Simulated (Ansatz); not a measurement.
Runs of Ansatz 0.2.0 on WC (Qusongite). The structure is hexagonal, space group P-6m2 (No. 187). Conventional cell: a = 2.907 Å, b = 2.907 Å, c = 2.837 Å, α = 90.00°, β = 90.00°, γ = 120.00°. W (site symmetry -6m2) has 6 C at 2.20 Å as nearest neighbours. Around C (site symmetry -6m2) lie 6 W at 2.20 Å. 

```csv
task,level,cell,k mesh,cutoff (eV),smearing,basis error allowed,mesh quality,gap on the mesh (eV),pressure (GPa),relaxed volume (Å³/atom)
single point,PBE,as given,5 × 5 × 4,308,fermi-dirac 0.04 eV,0.002 eV/atom,coarse,none,6.3,-
relaxation of cell and atoms,revPBE+D3(BJ),relaxed,10 × 10 × 9,-,fermi-dirac 0.05 eV,0.001 eV/atom,not flagged,-,0.0,(a)
single point,PBE,as given,10 × 10 × 9,335,gaussian 0.026 eV,0.001 eV/atom,not flagged,none,5.7,-
band structure,BLYP,as given,10 × 10 × 9,335,fermi-dirac 0.05 eV,0.001 eV/atom,not flagged,-,(b),-
single point,PBE,as given,10 × 10 × 9,335,gaussian 0.011 eV,0.001 eV/atom,not flagged,none,5.7,-
single point,PBE,as given,10 × 10 × 9,335,gaussian 0.028 eV,0.001 eV/atom,not flagged,none,5.7,-
relaxation of cell and atoms,LDA,relaxed,10 × 10 × 9,-,fermi-dirac 0.05 eV,0.001 eV/atom,not flagged,-,0.0,10.13
single point,PBE,as given,10 × 10 × 9,335,gaussian 0.013 eV,0.001 eV/atom,not flagged,none,5.7,-
single point,PBE,as given,10 × 10 × 9,335,gaussian 0.021 eV,0.001 eV/atom,not flagged,none,5.7,-
band structure,revPBE,as given,10 × 10 × 9,334,fermi-dirac 0.05 eV,0.001 eV/atom,not flagged,-,8.9,-
single point,PBE,as given,10 × 10 × 9,335,gaussian 0.012 eV,0.001 eV/atom,not flagged,none,5.7,-
relaxation of cell and atoms,BLYP+D4,relaxed,10 × 10 × 9,-,fermi-dirac 0.05 eV,0.001 eV/atom,not flagged,-,0.0,10.49
```

Alike in all rows: potentials or basis all-electron LAPW, scalar-relativistic; no spin polarisation.

Question: Estimate the missing entries.

Answer: (a) 10.25; (b) 18.6.

Caveats: some runs use coarse meshes; spin-orbit coupling is left out, which moves the levels of the heavy elements (some runs); the k mesh is thin for a metal, which can move the energy by tens of meV per atom (some runs); so large a pressure means that the cell lies far from this level's equilibrium, or that cutoff or potentials fall short (some runs).

A k mesh can miss the band edges, and the runs leave out spin-orbit coupling on W.

A gap of «none» marks a metal or a gap under the smearing width.
